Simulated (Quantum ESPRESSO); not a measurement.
# NaI (Fm-3m): zone-centre phonons, part 2 of 2

Aim: the zone-centre modes of NaI (Fm-3m).

Quantum ESPRESSO 7.5; DFT LDA, scalar-relativistic, plane waves, PseudoDojo norm-conserving pseudopotentials.

So far. Step 2 (A first look): A gap of 3.3 eV opens on this mesh, so the crystal is taken as an insulator; the start stands at -1.6 GPa. Step 4 (Ground state): The cell stands at -0.0030 GPa, close enough for phonons. The relaxed cell has a = 6.263 Å (conventional setting).

**5. Zone-centre response**

At q = 0 one unit cell holds all displacements; symmetry groups them into irreducible representations that are solved one by one. The response to a field gives ε∞ and the Born charges, which polar modes need.

Contents of ph.in:

```
phonons
&INPUTPH
  prefix = 'x'
  outdir = './tmp'
  fildyn = 'g.dyn'
  tr2_ph = 1.0d-18
  epsil  = .true.
/
0.000000000000 0.000000000000 0.000000000000
```

On the command line:

```bash
OMP_NUM_THREADS=1 mpirun -n 4 ph.x -nk 4 -in ph.in > ph.out
```

Output:

```text
[banners, grids, parts of the stress and lines that vanish by symmetry left out]
[banner, memory and clock lines left out]
Program PHONON v.7.5

     ./tmp/x.save/

     IMPORTANT: XC functional enforced from input :
     Exchange-correlation= PW
                           (   1   4   0   0   0   0   0)
     Any further DFT definition will be discarded
     Please, verify this is what you really want

     G-vector sticks info

     Reading collected, re-writing distributed wavefunctions in ./tmp/

     Number and degeneracy of irreps per q-point
       N         xq(1)         xq(2)         xq(3)   N irreps
       1   0.000000000   0.000000000   0.000000000       2
        3   3

     Calculation of q =    0.0000000   0.0000000   0.0000000

     phonons

     bravais-lattice index     =            0
     lattice parameter (alat)  =       8.3690  a.u.
     unit-cell volume          =     414.4786 (a.u.)^3
     number of atoms/cell      =            2
     number of atomic types    =            2
     kinetic-energy cut-off    =      88.0000  Ry
     charge density cut-off    =     352.0000  Ry
     convergence threshold     =      1.0E-18
     beta                      =       0.7000
     number of iterations used =            4
     Exchange-correlation= PW
                           (   1   4   0   0   0   0   0)

     celldm(1)=    8.36898  celldm(2)=    0.00000  celldm(3)=    0.00000
     celldm(4)=    0.00000  celldm(5)=    0.00000  celldm(6)=    0.00000

     crystal axes: (cart. coord. in units of alat)
               a(1) = (  0.0000  0.7071  0.7071 )
               a(2) = (  0.7071  0.0000  0.7071 )
               a(3) = (  0.7071  0.7071  0.0000 )

     reciprocal axes: (cart. coord. in units 2 pi/alat)
               b(1) = ( -0.7071  0.7071  0.7071 )
               b(2) = (  0.7071 -0.7071  0.7071 )
               b(3) = (  0.7071  0.7071 -0.7071 )

     Atoms inside the unit cell:

     Cartesian axes

     site n.  atom      mass           positions (alat units)
        1  Na     22.9898   tau(    1) = (    0.00000    0.00000    0.00000  )
        2  I     126.9045   tau(    2) = (    0.70711    0.70711    0.70711  )

     Computing dynamical matrix for
                    q = (   0.0000000   0.0000000   0.0000000 )

     49 Sym.Ops. (with q -> -q+G )

     G cutoff =  624.4931  (  45911 G-vectors)     FFT grid: ( 50, 50, 50)
     number of k points=    16
                       cart. coord. in units 2pi/alat
        k(    1) = (   0.0000000   0.0000000   0.0000000), wk =   0.0092593
        k(    2) = (   0.1178511   0.1178511  -0.1178511), wk =   0.0740741
        k(    3) = (   0.2357023   0.2357023  -0.2357023), wk =   0.0740741
        [... further k-points left out ...]

     PseudoPot. # 1 for Na read from file:
     ./pseudo/Na.upf
     Pseudo is Norm-conserving, Zval =  9.0
     Using radial grid of 1968 points,  4 beta functions with:
                l(1) =   0
                l(2) =   0
                l(3) =   1
                l(4) =   1

     PseudoPot. # 2 for I  read from file:
     ./pseudo/I.upf
     Pseudo is Norm-conserving + core correction, Zval =  7.0
     Using radial grid of 1182 points,  6 beta functions with:
                l(1) =   0
                l(2) =   0
                l(3) =   1
                l(4) =   1
                l(5) =   2
                l(6) =   2

     Mode symmetry, O_h (m-3m)  point group:

     Electric field:
     Dielectric constant
     Born effective charges as d Force / d E

     Atomic displacements:
     There are    2 irreducible representations

     Representation     1      3 modes -  To be done

     Representation     2      3 modes -  To be done

     Alpha used in Ewald sum =   2.8000

     Electric Fields Calculation

      iter #   1   av.it.:   6.7
      thresh= 1.000E-02 alpha_mix =  0.700 |ddv_scf|^2 =  1.530E-07

      iter #   2   av.it.:  12.1
      thresh= 3.911E-05 alpha_mix =  0.700 |ddv_scf|^2 =  1.519E-08

      iter #   3   av.it.:  12.1
      thresh= 1.233E-05 alpha_mix =  0.700 |ddv_scf|^2 =  5.323E-11

      iter #   4   av.it.:  12.3
      thresh= 7.296E-07 alpha_mix =  0.700 |ddv_scf|^2 =  3.604E-13

      iter #   5   av.it.:  12.6
      thresh= 6.003E-08 alpha_mix =  0.700 |ddv_scf|^2 =  1.578E-15

      iter #   6   av.it.:  12.5
      thresh= 3.973E-09 alpha_mix =  0.700 |ddv_scf|^2 =  1.297E-17

      iter #   7   av.it.:  13.3
      thresh= 3.602E-10 alpha_mix =  0.700 |ddv_scf|^2 =  7.699E-20

     End of electric fields calculation

          Dielectric constant in cartesian axis

          (       3.670238129      -0.000000000      -0.000000000 )
          (      -0.000000000       3.670238129      -0.000000000 )
          (      -0.000000000      -0.000000000       3.670238129 )

          Effective charges (d Force / dE) in cartesian axis without acoustic sum rule applied (asr)

           atom    1  Na    Mean Z*:        1.16737
      Ex  (        1.16737       -0.00000        0.00000 )
      Ey  (       -0.00000        1.16737        0.00000 )
      Ez  (       -0.00000        0.00000        1.16737 )
           atom    2  I     Mean Z*:       -1.17944
      Ex  (       -1.17944        0.00000        0.00000 )
      Ey  (        0.00000       -1.17944       -0.00000 )
      Ez  (       -0.00000        0.00000       -1.17944 )

          Effective charges Sum: Mean:       -0.01207
             -0.01207       -0.00000       -0.00000
             -0.00000       -0.01207        0.00000
              0.00000        0.00000       -0.01207

          Effective charges (d Force / dE) in cartesian axis with asr applied:
           atom    1  Na    Mean Z*:        1.17341
      E*x (        1.17341       -0.00000        0.00000 )
      E*y (       -0.00000        1.17341        0.00000 )
      E*z (       -0.00000       -0.00000        1.17341 )
           atom    2  I     Mean Z*:       -1.17341
      E*x (       -1.17341        0.00000       -0.00000 )
      E*y (        0.00000       -1.17341       -0.00000 )
      E*z (        0.00000        0.00000       -1.17341 )

     Representation #   1 modes #   1   2   3

     Self-consistent Calculation

      iter #   1   av.it.:   5.6
      thresh= 1.000E-02 alpha_mix =  0.700 |ddv_scf|^2 =  3.847E-08

      iter #   2   av.it.:  12.6
      thresh= 1.961E-05 alpha_mix =  0.700 |ddv_scf|^2 =  3.066E-09

      iter #   3   av.it.:  12.4
      thresh= 5.537E-06 alpha_mix =  0.700 |ddv_scf|^2 =  3.067E-11

      iter #   4   av.it.:  12.6
      thresh= 5.538E-07 alpha_mix =  0.700 |ddv_scf|^2 =  4.385E-14

      iter #   5   av.it.:  13.2
      thresh= 2.094E-08 alpha_mix =  0.700 |ddv_scf|^2 =  1.299E-15

      iter #   6   av.it.:  13.0
      thresh= 3.604E-09 alpha_mix =  0.700 |ddv_scf|^2 =  8.861E-18

      iter #   7   av.it.:  13.3
      thresh= 2.977E-10 alpha_mix =  0.700 |ddv_scf|^2 =  5.023E-20

     End of self-consistent calculation

     Convergence has been achieved

     Representation #   2 modes #   4   5   6

     Self-consistent Calculation

      iter #   1   av.it.:   7.9
      thresh= 1.000E-02 alpha_mix =  0.700 |ddv_scf|^2 =  6.003E-07

      iter #   2   av.it.:  13.5
      thresh= 7.748E-05 alpha_mix =  0.700 |ddv_scf|^2 =  7.507E-09

      iter #   3   av.it.:  13.2
      thresh= 8.664E-06 alpha_mix =  0.700 |ddv_scf|^2 =  5.663E-10

      iter #   4   av.it.:  12.7
      thresh= 2.380E-06 alpha_mix =  0.700 |ddv_scf|^2 =  2.442E-12

      iter #   5   av.it.:  13.6
      thresh= 1.563E-07 alpha_mix =  0.700 |ddv_scf|^2 =  2.167E-14

      iter #   6   av.it.:  13.3
      thresh= 1.472E-08 alpha_mix =  0.700 |ddv_scf|^2 =  7.184E-17

      iter #   7   av.it.:  13.6
      thresh= 8.476E-10 alpha_mix =  0.700 |ddv_scf|^2 =  3.482E-18

      iter #   8   av.it.:  13.6
      thresh= 1.866E-10 alpha_mix =  0.700 |ddv_scf|^2 =  8.648E-21

     End of self-consistent calculation

     Convergence has been achieved

     Number of q in the star =    1
     List of q in the star:
          1   0.000000000   0.000000000   0.000000000

          Dielectric constant in cartesian axis

          (       3.670238129      -0.000000000      -0.000000000 )
          (      -0.000000000       3.670238129      -0.000000000 )
          (      -0.000000000      -0.000000000       3.670238129 )

          Effective charges (d Force / dE) in cartesian axis without acoustic sum rule applied (asr)

           atom    1  Na    Mean Z*:        1.16737
      Ex  (        1.16737       -0.00000        0.00000 )
      Ey  (       -0.00000        1.16737        0.00000 )
      Ez  (       -0.00000        0.00000        1.16737 )
           atom    2  I     Mean Z*:       -1.17944
      Ex  (       -1.17944        0.00000        0.00000 )
      Ey  (        0.00000       -1.17944       -0.00000 )
      Ez  (       -0.00000        0.00000       -1.17944 )

          Effective charges Sum: Mean:       -0.01207
             -0.01207       -0.00000       -0.00000
             -0.00000       -0.01207        0.00000
              0.00000        0.00000       -0.01207

          Effective charges (d Force / dE) in cartesian axis with asr applied:
           atom    1  Na    Mean Z*:        1.17341
      E*x (        1.17341       -0.00000        0.00000 )
      E*y (       -0.00000        1.17341        0.00000 )
      E*z (       -0.00000       -0.00000        1.17341 )
           atom    2  I     Mean Z*:       -1.17341
      E*x (       -1.17341        0.00000       -0.00000 )
      E*y (        0.00000       -1.17341       -0.00000 )
      E*z (        0.00000        0.00000       -1.17341 )

     Diagonalizing the dynamical matrix

     q = (    0.000000000   0.000000000   0.000000000 )

 **************************************************************************
     freq (    1) =       0.111106 [THz] =       3.706087 [cm-1]
     freq (    2) =       0.111106 [THz] =       3.706087 [cm-1]
     freq (    3) =       0.111106 [THz] =       3.706087 [cm-1]
     freq (    4) =       3.911724 [THz] =     130.481063 [cm-1]
     freq (    5) =       3.911724 [THz] =     130.481063 [cm-1]
     freq (    6) =       3.911724 [THz] =     130.481063 [cm-1]
 **************************************************************************

     Mode symmetry, O_h (m-3m)  point group:

     freq (   1-   3) =          3.7  [cm-1]   --> T_1u G_15  G_4- I
     freq (   4-   6) =        130.5  [cm-1]   --> T_1u G_15  G_4- I
```

It took 76 s on 4 MPI ranks of Intel Xeon Platinum 8375C at 2.90GHz (Ice Lake), shared host.

Numbers from this step:

* miss of the charge sum rule: 0.01207 e
* largest acoustic frequency at the zone centre before the sum rule: 3.71 cm⁻¹
* highest optical zone-centre mode (no LO-TO term): 130.5 cm⁻¹
* lowest optical zone-centre mode: 130.5 cm⁻¹
* mean high-frequency dielectric constant: 3.670
* largest Born charge in size (third of the trace): 1.179 e

Born charge (rows field, columns displacement), before the sum rule (e), principal values of the symmetric part by kind of site:

| atom | atoms with these values | low | middle | high | mean |
| --- | --- | --- | --- | --- | --- |
| Na1 | 1 | 1.17 | 1.17 | 1.17 | 1.17 |
| I2 | 1 | -1.18 | -1.18 | -1.18 | -1.18 |

In full for I2:

```
-1.18  0.00  0.00
 0.00 -1.18  0.00
 0.00  0.00 -1.18
```

High-frequency dielectric tensor:

```
3.67 0.00 0.00
0.00 3.67 0.00
0.00 0.00 3.67
```

The acoustic modes at Γ come out as far as 3.7 cm⁻¹ from zero, where they should vanish, a small numerical error; the Born charges miss their sum rule by 0.012 e, which is good.

**6. Zone-centre analysis**

A rigid shift of the crystal must cost nothing, but grids and finite bases break this; the acoustic sum rule is imposed before the matrix is diagonalised again. With Born charges the intensities follow, and the static dielectric tensor.

Contents of dynmat.in:

```
&INPUT
  fildyn = 'g.dyn'
  asr    = 'simple'
  fileig = 'dynmat.eig'
  lperm  = .true.
/
```

On the command line:

```bash
dynmat.x -in dynmat.in > dynmat.out
```

Output:

```text
[banner, memory and clock lines left out]
Program DYNMAT v.7.5

     Reading Dynamical Matrix from file g.dyn
     ...Force constants read
     ...epsilon and Z* read
     A direction for q was not specified:TO-LO splitting will be absent

     Polarizability (A^3 units)
     multiply by 0.529078 for Clausius-Mossotti correction
        13.051056   -0.000000   -0.000000
        -0.000000   13.051056   -0.000000
        -0.000000   -0.000000   13.051056

     IR activities are in (D/A)^2/amu units

# mode   [cm-1]    [THz]      IR
    1     -0.00   -0.0000    0.0000
    2      0.00    0.0000    0.0000
    3      0.00    0.0000    0.0000
    4    130.19    3.9030    1.6321
    5    130.19    3.9030    1.6321
    6    130.19    3.9030    1.6321

Electronic dielectric permittivity tensor (relative, adimensional)
         3.670238   -0.000000   -0.000000
        -0.000000    3.670238   -0.000000
        -0.000000   -0.000000    3.670238

 ... with zone-center polar mode contributions
         7.014025    0.000000   -0.000000
         0.000000    7.014025    0.000000
        -0.000000    0.000000    7.014025
```

Wall time 0.61 s (1 thread).

This step gave:

```yaml
highest_optical_zone_centre_mode_no_lo_to_term: 130.2 cm⁻¹
lowest_optical_zone_centre_mode: 130.2 cm⁻¹
mean_static_dielectric_constant: 7.014
```

Unit eigenvectors of the mass-weighted matrix after the sum rule; no LO-TO term. The modes at Γ (shares of kinetic energy by element, %):

| mode | frequency (cm⁻¹) | symmetry | Na % | I % |
| --- | --- | --- | --- | --- |
| 1 | 0.0 | acoustic | 15 | 85 |
| 2 | 0.0 | acoustic | 15 | 85 |
| 3 | 0.0 | acoustic | 15 | 85 |
| 4 | 130.2 | T1u | 85 | 15 |
| 5 | 130.2 | T1u | 85 | 15 |
| 6 | 130.2 | T1u | 85 | 15 |

Displacements in mode 4 (130.2 cm⁻¹), the largest set to 1:
```
Na1  0.00  0.00  1.00
I2   0.00  0.00 -0.18
```

Degenerate modes summed, no LO-TO term. Infrared lines, with heights relative to the strongest:

| position (cm⁻¹) | lines merged | label | IR intensity, relative |
| --- | --- | --- | --- |
| 130 | 3 | T1u | 100 |

Static dielectric tensor (ions relaxed, fixed cell):

```
7.01 0.00 0.00
0.00 7.01 0.00
0.00 0.00 7.01
```

The rule moves no optical mode by more than 0.3 cm⁻¹.

**7. The LO-TO splitting (1 0 0)**

A longitudinal polar mode sets up a macroscopic field that stiffens it; the term hangs on the direction from which q goes to zero.

Contents of dynmat.in:

```
&INPUT
  fildyn = 'g.dyn'
  asr    = 'simple'
  fileig = 'dynmat.eig'
  q(1)   = 1.0
  q(2)   = 0.0
  q(3)   = 0.0
/
```

On the command line:

```bash
dynmat.x -in dynmat.in > dynmat.out
```

Output:

```text
[banner, memory and clock lines left out]
Program DYNMAT v.7.5

     Reading Dynamical Matrix from file g.dyn
     ...Force constants read
     ...epsilon and Z* read

     Polarizability (A^3 units)
     multiply by 0.529078 for Clausius-Mossotti correction
        13.051056   -0.000000   -0.000000
        -0.000000   13.051056   -0.000000
        -0.000000   -0.000000   13.051056

     IR activities are in (D/A)^2/amu units

# mode   [cm-1]    [THz]      IR
    1     -0.00   -0.0000    0.0000
    2     -0.00   -0.0000    0.0000
    3      0.00    0.0000    0.0000
    4    130.19    3.9030    1.6321
    5    130.19    3.9030    1.6321
    6    179.97    5.3955    1.6321
```

It took 0.58 s on 1 thread.

Read from the output:

* highest mode moved by the LO-TO term: 180.0 cm⁻¹

Zone-centre frequencies as printed; negative means imaginary. Modes:

| mode | frequency (cm⁻¹) |
| --- | --- |
| 1 | 0 |
| 2 | 0 |
| 3 | 0 |
| 4 | 130.2 |
| 5 | 130.2 |
| 6 | 180 |

The field moves one mode, from 130 to 180 cm⁻¹; the others stay.

**8. What came out**

| Quantity | Value |
| --- | --- |
| space group after relaxation | Fm-3m |
| volume per atom | 30.7 Å³ |
| gap on the k-mesh | 3.61 eV |
| highest optical zone-centre mode (no LO-TO term) | 130.2 cm⁻¹ |
| highest mode moved by the LO-TO term | 180.0 cm⁻¹ |
| mean high-frequency dielectric constant | 3.67 |
| largest Born charge in size (third of the trace) | 1.18 e |
| mean static dielectric constant | 7.01 |
| imaginary optical modes at the zone centre (no q mesh in this session) | none |

What this shows: At the LDA level the optical modes of NaI (Fm-3m) at the zone centre (no LO-TO term) lie at 130 cm⁻¹. Along the directions run, the highest mode that the macroscopic field moves lies at 180 cm⁻¹. Lattice motion raises the mean dielectric constant from 3.670 to 7.014. The Born charge of I is -1.179 e against a formal charge of -1, somewhat above it. The Lyddane-Sachs-Teller relation holds: (ωLO/ωTO)² is 1.91 and ε₀/ε∞ is 1.91. Left out of this account: PBE with PseudoDojo NC, since it is gradient-corrected and no frozen-mode check or second program bears its response out; PBEsol with PseudoDojo NC, since it is gradient-corrected and no frozen-mode check or second program bears its response out. What is said of the levels holds for those shown. These are harmonic frequencies at zero temperature: anharmonic shifts and linewidths and thermal expansion are left out. Spin-orbit coupling is left out, which can matter for the heavy elements here.

[Host names and launcher messages were left out of these logs when they were recorded.]

[Logs are printed without paths, hosts, clocks, repeated set-up lines and the standing remarks that a program may print on its own settings, such as how far it seeks lower states.]

[Hosts, paths, dates, database ids (printed as entryN), source tags and the programs' standing remarks are cut or masked in the printed files.]
